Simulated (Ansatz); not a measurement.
Point defect: O interstitial in Si

Theory: DFT PBE, scalar-relativistic, plane waves, PAW in Ansatz. Run with 420 eV cutoff, 3×3×3 k-mesh, Gaussian smearing of 0.02 eV, collinear spin in charge +1, -1 alone.

Host crystal, relaxed:

```
CELL_PARAMETERS angstrom
3.85128 0.00000 0.00000
-1.92564 3.33531 0.00000
0.00000 0.00000 6.36502
ATOMIC_POSITIONS crystal
Si 0.33333 0.66667 0.06293
Si 0.66667 0.33333 0.56293
Si 0.33333 0.66667 0.43707
Si 0.66667 0.33333 0.93707
```

Supercell of 16 atoms, rows in host cell vectors: 0 0 1; 0 2 0; -2 -2 0. Atoms relax at the host's cell, keeping the symmetry that the supercell leaves at the site. The cell is small, so energies carry finite-size errors of tenths of an eV. The host's Kohn–Sham gap is 0.45 eV.

Defect: O interstitial, charge -1.

Command:

```bash
ansatz run input.yaml --threads 4 --pin off --max-ram 10240MiB --backend cpu --events-out ev --progress --plain --runs-dir out
```

The input:

```yaml
crystal:
  lattice:
    - [0.0, 0.0, 6.3650226989]
    - [-3.8512806406, 6.6706137436, 0.0]
    - [-3.8512806405, -6.6706137437, 0.0]
  atoms:
    - { symbol: Si, position: [0.0676151386, 0.1602372716, 0.3204745431], spin: 0.077 }
    - { symbol: Si, position: [0.0653652128, 0.6666666667, 0.3333333333] }
    - { symbol: Si, position: [0.0676151386, 0.1602372716, 0.8397627284], spin: 0.077 }
    - { symbol: Si, position: [0.0676151386, 0.6795254569, 0.8397627284], spin: 0.077 }
    - { symbol: Si, position: [0.5664408769, 0.8304647928, 0.1695352072], spin: 0.077 }
    - { symbol: Si, position: [0.5664408769, 0.3390704144, 0.1695352072], spin: 0.077 }
    - { symbol: Si, position: [0.5664408769, 0.8304647928, 0.6609295856], spin: 0.077 }
    - { symbol: Si, position: [0.5675152887, 0.3333333333, 0.6666666667] }
    - { symbol: Si, position: [0.4323848614, 0.1602372716, 0.3204745431], spin: 0.077 }
    - { symbol: Si, position: [0.4346347872, 0.6666666667, 0.3333333333] }
    - { symbol: Si, position: [0.4323848614, 0.1602372716, 0.8397627284], spin: 0.077 }
    - { symbol: Si, position: [0.4323848614, 0.6795254569, 0.8397627284], spin: 0.077 }
    - { symbol: Si, position: [0.9335591231, 0.8304647928, 0.1695352072], spin: 0.077 }
    - { symbol: Si, position: [0.9335591231, 0.3390704144, 0.1695352072], spin: 0.077 }
    - { symbol: Si, position: [0.9335591231, 0.8304647928, 0.6609295856], spin: 0.077 }
    - { symbol: Si, position: [0.9324847113, 0.3333333333, 0.6666666667] }
    - { symbol: O, position: [0.25, 0.0, 0.0], spin: 0.077 }
  host:
    lattice:
      - [3.8512806406, 0.0, 0.0]
      - [-1.9256403203, 3.3353068718, 0.0]
      - [0.0, 0.0, 6.3650226989]
    atoms:
      - { symbol: Si, position: [0.3333333333, 0.6666666667, 0.0629309398] }
      - { symbol: Si, position: [0.6666666667, 0.3333333333, 0.5629309398] }
      - { symbol: Si, position: [0.3333333333, 0.6666666667, 0.4370690602] }
      - { symbol: Si, position: [0.6666666667, 0.3333333333, 0.9370690602] }
total_charge: -1
basis:
  ecutwfc: 420
  xc_grid: 2
kpoints:
  mp_grid: { grid: [3, 3, 3], shift: [0.0, 0.0, 0.0] }
hamiltonian:
  xc: pbe
scf:
  occupations: { method: gaussian, width: 0.02 }
output:
  forces: true
  stress: false
  eigenvalues: true
  populations: true
  charged_corrections:
    defect_position: [0.25, 0.0, 0.0]
    epsilon: [[12.6179, 0.0, 0.0], [0.0, 12.6179, 0.0], [0.0, 0.0, 13.7067]]
  write_density: true
  write_potential: true
  elf: true
  volumetric_format: npy
magnetization:
  spin_polarized: true
relax:
  adjacent_minimum: "off"
  f_tol: 0.025
  max_steps: 45
```

From the output:

```
Warning: RAYON_NUM_THREADS=4 ignored (pool sized by the plan → 4); use --threads N
Crystal: 17 atoms, lattice volume = 327.040 Å³
Basis set: ecut = 420 eV, 6375 PW (Γ), exchange–correlation on 90×108×108 points (8 copies of the dense FFT grid, shifted against one another)
Bands: 54, of which v1, the nominal top of the filled ones, is band 36 counted from 1 (35 counted from 0)
Symmetry: 12 space group operations
Space group: P-6m2 (ITA 187), of the structure as read, at distance tolerance 6.9e-5 Å
k-points: 6 of 27 (time reversal used)
relax step   1: F+E_penalty+E_count = -10730.52195282 eV  Δ(F+E_penalty+E_count) = +0.000e0 eV  max|allowed force component| = 3.686e-1 eV/Å  Δτ_max = 0.0000 Å
relax step   2: F+E_penalty+E_count = -10730.54842681 eV  Δ(F+E_penalty+E_count) = -2.647e-2 eV  max|allowed force component| = 1.343e-1 eV/Å  Δτ_max = 0.0131 Å
relax step   3: F+E_penalty+E_count = -10730.55278131 eV  Δ(F+E_penalty+E_count) = -4.354e-3 eV  max|allowed force component| = 6.782e-3 eV/Å  Δτ_max = 0.0100 Å
relax step   4: F+E_penalty+E_count = -10730.55278131 eV  Δ(F+E_penalty+E_count) = -2.119e-9 eV  max|allowed force component| = 6.780e-3 eV/Å  Δτ_max = 0.0000 Å
SCF converged after 2 iterations
Free energy (F): -10730.552781 eV
E sigma→0 (E₀):  -10730.551402 eV
Fermi energy:    6.181061 eV
```

The relaxation gained 0.03 eV in 4 steps. It took 48 s on 4 threads of Intel(R) Xeon(R) Processor @ 2.50GHz (Skylake/Cascade Lake), on a shared host, peak memory 0.82 GiB.